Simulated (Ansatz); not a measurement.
Is this Na3H2 stable against decomposition?

The calculation used DFT PBE, scalar-relativistic, plane waves, PAW in Ansatz. All cells share a 420 eV cutoff and Γ-centred k meshes spaced at most about 0.3 Å⁻¹ (about 0.25 or finer for metals, 2π included). No spin polarisation.

The zero of energy is the elements' standard structures at the same level (H₂ as a molecule); no fitted shifts are applied.

Temperature and zero-point effects are left out. With hydrogen, zero-point motion can shift formation energies by some tens of meV/atom.

The competitors are the elements and 1 reference phase of this chemical system (from databases or known types: NaH), relaxed at the same level; other known phases may be missing.

The candidate was reached from: ordered vacancies on the cation sites of antifluorite.

```
Na H
1.0
     4.39118    0.00000    0.00000
     0.00000    4.39118    0.00000
     0.00000    0.00000    7.62069
Na H
3 2
Direct
  0.00000 0.00000 0.00000
  0.50000 0.50000 0.50000
  0.00000 0.00000 0.50000
  0.50000 0.00000 0.55095
  0.00000 0.50000 0.44905
```

Q: Into what would it decompose?

A: Its formation energy is 0.045 eV/atom. The lowest competing mixture at this composition is this:

```
phase      space group   source  share of atoms  ΔE_f (eV/atom)
   Na                -  element          0.2000         -0.0014
  NaH  Fm-3m (No. 225)      COD          0.8000          -0.196
```

The lowest database cell of Na (-0.0014) lies slightly below the reference, hence the non-zero entry.

The mixture lies at -0.157 eV/atom, and the candidate lies 0.20 eV/atom above it. The candidate matches no cell in the subsets of the Crystallography Open Database and the Materials Project at hand. The margin is far too high for a likely synthesis.
